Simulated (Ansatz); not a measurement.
A series in volume per atom on SrTiO₃

Results calculated with Ansatz 0.2.0, not measured. Periodic Kohn-Sham DFT of a crystal at fixed atoms; pressure and stress are positive in compression; the energy is the free energy less that of spherical unpolarised free atoms; site moments are those in the method's own spheres, positive along +z.

Cell of the first row (space group Pm-3m, No. 221):
```
CELL_PARAMETERS angstrom
3.82530 0.00000 0.00000
0.00000 3.82530 0.00000
0.00000 0.00000 3.82530
ATOMIC_POSITIONS crystal
Sr 0.00000 0.00000 0.00000
Ti 0.50000 0.50000 0.50000
O 0.00000 0.50000 0.50000
O 0.50000 0.00000 0.50000
O 0.50000 0.50000 0.00000
```

Settings of every row: method all-electron LAPW; functional PBE; relativity scalar; k mesh 7x7x7; filling fermi-dirac; smearing width 0.05 eV; basis error target 1 meV/atom; nucleus gaussian.

Limits: atoms stay on their symmetric sites, though polar or tilted forms of a perovskite may lie lower.

Atom start moment: 0 on all atoms.

```
row  volume per atom (Å³)  energy less free atoms (eV/atom)  pressure (GPa)
  1                11.195                           -7.7575          17.627
  2                11.433                             -7.78          12.709
  3                11.671                                 ?               ?
  4                 11.79                           -7.8009           6.243
  5                11.909                           -7.8049           4.306
  6                12.029                           -7.8074           2.468
  7                12.148                           -7.8086           0.724
  8                12.386                           -7.8072          -2.499
  9                12.624                           -7.8013            -5.4
```

Question: what energy less free atoms and pressure should row 3 give?

Worked fit of energy less free atoms. Take u = (V_r/V)^(2/3) − 1 with V_r = 11.969 Å³ an atom, which is twice the finite (Eulerian) strain; such expansions in the strain, on which the Birch-Murnaghan equation of state is built, carry the rest volume and the bulk modulus. The shown rows have u = 0.04558, 0.03102, 0.0101, 0.00336, -0.00333, -0.00985, -0.02257, -0.0349. Least squares give energy less free atoms = −7.80632 + 0.382 × u + 15.097 × u² eV/atom; a straight line predicts inner rows, each left out in turn, worse (root mean square 0.008 against 5.1e-05 eV/atom). The rows lie off it by 0.0000, -0.0001, 0.0000, 0.0000, 0.0000, 0.0000, 0.0001, 0.0000. Its lowest point lies at u = -0.0127, or V = 12.2 Å³ an atom, and the curvature there gives the bulk modulus at fixed shape and fractions, B = (4/9)(1 + u)² E″(u)/V = 172 GPa. The withheld row has u = 0.01695, so the fit gives −7.80632 + 0.382 × (0.01695) + 15.097 × (0.01695)² = -7.7955 eV/atom.

The calculation gave -7.7955 eV/atom. The fit meets it to the printed digit.

Worked fit of pressure. Take u = (V_r/V)^(2/3) − 1 with V_r = 11.969 Å³ an atom, which is twice the finite (Eulerian) strain; such expansions in the strain, on which the Birch-Murnaghan equation of state is built, carry the rest volume and the bulk modulus. The shown rows have u = 0.04558, 0.03102, 0.0101, 0.00336, -0.00333, -0.00985, -0.02257, -0.0349. Least squares give pressure = 3.3742 + 276.654 × u + 752.62 × u² + 850 × u³ GPa; a parabola predicts inner rows, each left out in turn, worse (root mean square 0.015 against 0.0068 GPa). The rows lie off it by -0.001, 0.003, -0.003, -0.006, 0.007, 0.003, -0.003, 0.000 (root mean square 0.0039 GPa). The pressure vanishes at u = -0.0126, or V = 12.2 Å³ an atom, and there the bulk modulus at fixed shape and fractions is B = −V dP/dV = (2/3)(1 + u) dP/du = 170 GPa. The withheld row has u = 0.01695, so the fit gives 3.3742 + 276.654 × (0.01695) + 752.62 × (0.01695)² + 850 × (0.01695)³ = 8.284 GPa.

The calculation gave 8.286 GPa. The fit lies 0.002 GPa (0.0087 % of the column's range) below it; its largest miss of a shown row is 0.007 GPa.
